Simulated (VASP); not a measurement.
# C: convergence, energy to pull the layers apart

C, P6_3/mmc (no. 194), 4 atoms in the cell. RevPBE with D4 without three-body term; PAW potentials C (PBE set). VASP 6.6.1.

Wanted: separation energy at the given spacing within 0.2 meV/Å²; stress along the normal within 0.05 GPa.

The series start from Width added to each gap for the separated layers (Å): 8; ENCUT (eV): 520; k spacing (1/Å): 0.4; PREC: Accurate; LASPH: yes; EDIFF (eV): 1e-7; VDW_RADIUS (Å): 50; VDW_CNRADIUS (Å): 21; ALGO: Normal. Each series keeps the choices made before it, and each single choice may use up half of a tolerance. Times cover all steps of a run.

## Width added to each gap for the separated layers (Å)

| Width added to each gap for the separated layers (Å) | Separation energy at the given spacing (meV/Å²) | Stress along the normal (GPa) | Time (s) |
|---|---|---|---|
| 3 | 33.60 | -3.980 | 14 |
| 5 | 35.84 | -3.980 | 18 |
| 8 | 36.53 | -3.980 | 26 |
| 12 | 36.71 | -3.980 | 33 |
| 16 (reference) | 36.75 | -3.980 | 44 |

Chosen: 12, the loosest value from which every tighter one stays within half of the tolerance.

## ENCUT (eV)

| ENCUT (eV) | Separation energy at the given spacing (meV/Å²) | Stress along the normal (GPa) | Time (s) |
|---|---|---|---|
| 300 | 37.80 | -22.849 | 17 |
| 350 | 37.15 | -11.315 | 19 |
| 400 | 36.63 | -6.258 | 20 |
| 450 | 36.71 | -4.363 | 28 |
| 520 | 36.71 | -3.980 | 33 |
| 600 | 36.72 | -4.251 | 38 |
| 700 | 36.73 | -4.301 | 58 |
| 800 | 36.73 | -4.083 | 59 |
| 900 | 36.72 | -3.928 | 60 |
| 1000 | 36.72 | -3.893 | 85 |
| 1200 (reference) | 36.72 | -3.915 | 96 |

Chosen: 900.

## k spacing (1/Å)

| k spacing (1/Å) | Separation energy at the given spacing (meV/Å²) | Stress along the normal (GPa) | Time (s) |
|---|---|---|---|
| 0.8 | 35.96 | -3.489 | 37 |
| 0.55 | 38.79 | -4.191 | 45 |
| 0.4 | 36.72 | -3.928 | 60 |
| 0.3 | 36.09 | -3.612 | 64 |
| 0.22 (reference) | 36.44 | -3.785 | 98 |

Chosen: 0.22; the next looser run is off by more than half of the tolerance, so convergence isn't shown beyond this value.

## PREC

| PREC | Separation energy at the given spacing (meV/Å²) | Stress along the normal (GPa) | Time (s) |
|---|---|---|---|
| Low | 36.45 | -3.776 | 37 |
| Normal | 36.44 | -3.785 | 46 |
| Accurate (reference) | 36.44 | -3.785 | 98 |

Chosen: Low.

## LASPH

| LASPH | Separation energy at the given spacing (meV/Å²) | Stress along the normal (GPa) | Time (s) |
|---|---|---|---|
| no | 36.46 | -3.779 | 37 |
| yes (reference) | 36.45 | -3.776 | 37 |

Chosen: no.

## EDIFF (eV)

| EDIFF (eV) | Separation energy at the given spacing (meV/Å²) | Stress along the normal (GPa) | Time (s) |
|---|---|---|---|
| 0.0001 | 36.47 | -3.753 | 34 |
| 1e-5 | 36.46 | -3.752 | 35 |
| 1e-6 | 36.46 | -3.780 | 36 |
| 1e-7 (reference) | 36.46 | -3.779 | 37 |

Chosen: 1e-6.

## VDW_RADIUS (Å)

| VDW_RADIUS (Å) | Separation energy at the given spacing (meV/Å²) | Stress along the normal (GPa) | Time (s) |
|---|---|---|---|
| 10 | 35.02 | -3.600 | 36 |
| 15 | 36.10 | -3.736 | 32 |
| 25 | 36.39 | -3.772 | 36 |
| 35 | 36.44 | -3.778 | 36 |
| 50 | 36.46 | -3.780 | 36 |
| 70 (reference) | 36.47 | -3.781 | 37 |

Chosen: 25.

## VDW_CNRADIUS (Å)

| VDW_CNRADIUS (Å) | Separation energy at the given spacing (meV/Å²) | Stress along the normal (GPa) | Time (s) |
|---|---|---|---|
| 5 | 36.39 | -3.772 | 34 |
| 10 | 36.39 | -3.772 | 35 |
| 15 | 36.39 | -3.772 | 38 |
| 21 | 36.39 | -3.772 | 36 |
| 30 (reference) | 36.39 | -3.772 | 34 |

Chosen: 5.

## ALGO

| ALGO | Separation energy at the given spacing (meV/Å²) | Stress along the normal (GPa) | Time (s) |
|---|---|---|---|
| Normal | 36.39 | -3.772 | 34 |
| Fast | 36.39 | -3.822 | 50 |
| All | 36.39 | -3.764 | 30 |

Chosen: Normal; no other choice that stays within half of the tolerance saves 30 % of the time.

## All choices together

| Input | Separation energy at the given spacing (meV/Å²) | Stress along the normal (GPa) | Time (s) |
|---|---|---|---|
| program defaults, coarse mesh (naive) | 36.08 | -5.912 | 4.9 |
| chosen settings | 36.39 | -3.772 | 34 |
| reference settings throughout | 36.48 | -3.771 | 176 |

The chosen settings stay within the tolerance of the reference run, but the reference itself isn't shown to be converged in: k spacing (1/Å).

## The input

INCAR:
```
SYSTEM = C
ALGO = Normal ; EDIFF = 1E-6
ENCUT = 900 ; GGA = RE
GGA_COMPAT = .FALSE. ; ISIF = 2
ISMEAR = 0 ; IVDW = 13
KPAR = 4 ; LASPH = .FALSE.
LCHARG = .FALSE. ; LREAL = .FALSE.
LWAVE = .FALSE. ; NELM = 150
PREC = Low ; SIGMA = 0.02
VDW_CNRADIUS = 5.0 ; VDW_RADIUS = 25.0
VDW_S9 = 0.0
```

KPOINTS.step1:
```
Automatic mesh
0
Gamma
  14 14 5
  0 0 0
```

KPOINTS.step2:
```
Automatic mesh
0
Gamma
  14 14 1
  0 0 0
```

POSCAR.step1:
```
C
1.0
    2.4610000000      0.0000000000      0.0000000000
   -1.2305000000      2.1312885187      0.0000000000
    0.0000000000      0.0000000000      6.7080000000
C
4
Direct
    0.0000000000      0.0000000000      0.2500000000
    0.0000000000      0.0000000000      0.7500000000
    0.3333333330      0.6666666670      0.2500000000
    0.6666666670      0.3333333330      0.7500000000
```

POSCAR.step2:
```
C
1.0
    2.4610000000      0.0000000000      0.0000000000
   -1.2305000000      2.1312885187      0.0000000000
    0.0000000000      0.0000000000     30.7080000000
C
4
Direct
    0.0000000000      0.0000000000      0.0546111760
    0.0000000000      0.0000000000      0.5546111760
    0.3333333330      0.6666666670      0.0546111760
    0.6666666670      0.3333333330      0.5546111760
```

Commands (each step's output is kept before the next begins):
```
cat potpaw_PBE.64/C/POTCAR > POTCAR
cp KPOINTS.step1 KPOINTS
cp POSCAR.step1 POSCAR
mpirun -np 4 vasp_std > vasp.out
rm WAVECAR CHG
cp KPOINTS.step2 KPOINTS
cp POSCAR.step2 POSCAR
mpirun -np 4 vasp_std > vasp.out
```

The chosen input took VASP 6.6.1 34 s on 4 cores (AMD EPYC 7R43 (Zen 3)), a shared host.

## An input that fails: ENCUT 150

It runs to its end, but against the unchanged starting input it is off by 10.78 meV/Å² in the separation energy at the given spacing, 107.351 GPa in the stress along the normal.

Changes against the starting input:
```
(all steps)
- ENCUT = 520
+ ENCUT = 150
```
